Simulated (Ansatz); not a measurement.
As:

```xyz
1
Lattice="2.7037 0.0000 0.0000 0.0000 2.7037 0.0000 0.0000 0.0000 2.7037" Properties=species:S:1:pos:R:3 pbc="T T T"
As    1.3518    1.3518    1.3518
```

This isn't the form of As at room conditions, which is rhombohedral.

```yaml
Program: Ansatz 0.2.0
Task: relaxation of cell and atoms
Functional: PBEsol
Dispersion: D3(BJ)-ATM
Potentials_or_basis: Ansatz PAW
Cutoff: "420 eV (not typed: the program's choice for these potentials)"
k_mesh: 10 × 10 × 10
Occupations: fermi-dirac, width 0.05 eV
Spin: no spin polarisation
```

At the start: volume 19.76 Å³/atom.

Q: Where does the relaxation end?

A: It ends after 5 steps and the volume is 18.80 Å³/atom (-4.9 %); space group Pm-3m (No. 221, to 0.05 Å).

The path:
```csv
step,energy change (eV),largest force (eV/Å),volume (Å³)
1,0.0000,0.0000,19.76
2,-0.0114,0.0000,18.39
3,-0.0142,0.0000,18.83
4,-0.0142,0.0000,18.80
5,-0.0140,0.0000,18.80
```

Final structure:
```
CELL_PARAMETERS angstrom
2.65883 0.00000 0.00000
0.00000 2.65883 0.00000
0.00000 0.00000 2.65883
ATOMIC_POSITIONS crystal
As 0.50000 0.50000 0.50000
```

Caveat: the plane-wave basis is chosen anew once the cell has moved, so the energies of steps on either side of that aren't comparable; pairwise dispersion overbinds metals, which lowers pressure and volume; the PAW data sets come from PBE, with cores solved anew for the run's functional, which leaves a small shift of forces and pressure.
